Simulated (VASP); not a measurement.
## Mo: single point with PBE

Crystal: Mo.

```
Mo
1.0
    -1.57342    1.57342    1.57342
     1.57342   -1.57342    1.57342
     1.57342    1.57342   -1.57342
Mo
1
Direct
  0.00000 0.00000 0.00000
```

```yaml
Program: VASP 6.6.1
Task: single point
Functional: PBE
Potentials_or_basis: VASP PAW PBE potentials, release 64 (Mo_sv)
Cutoff: 520 eV
k_mesh: 6 × 6 × 6
Occupations: gaussian, width 0.1 eV
Spin: no spin polarisation
Further_INCAR_settings: ALGO = Normal; EDIFF = 1e-07
```

* Pressure: 3.7 GPa
* Band gap on the k mesh: none (metal or under the smearing width)

Levels at points of the mesh, in eV from the Fermi level:
| k point | band 5 | band 6 | band 7 | band 8 | band 9 | band 10 |
| --- | --- | --- | --- | --- | --- | --- |
| (0.00, 0.00, 0.00) | -7.21 | -1.34 | -1.34 | -1.34 | 1.70 | 1.70 |
| (0.50, 0.00, 0.00) | -5.31 | -3.39 | 1.68 | 1.73 | 2.36 | 4.79 |
| (0.50, 0.50, 0.50) | -5.43 | -5.43 | 4.03 | 4.03 | 4.03 | 9.13 |

It took 2.8 s on 1 thread of AMD EPYC 9R45 (Zen 5), on a shared host, peak memory 0.09 GiB.

Caveat: the k mesh is coarse (spacing up to 0.47 Å⁻¹), so the values aren't converged.
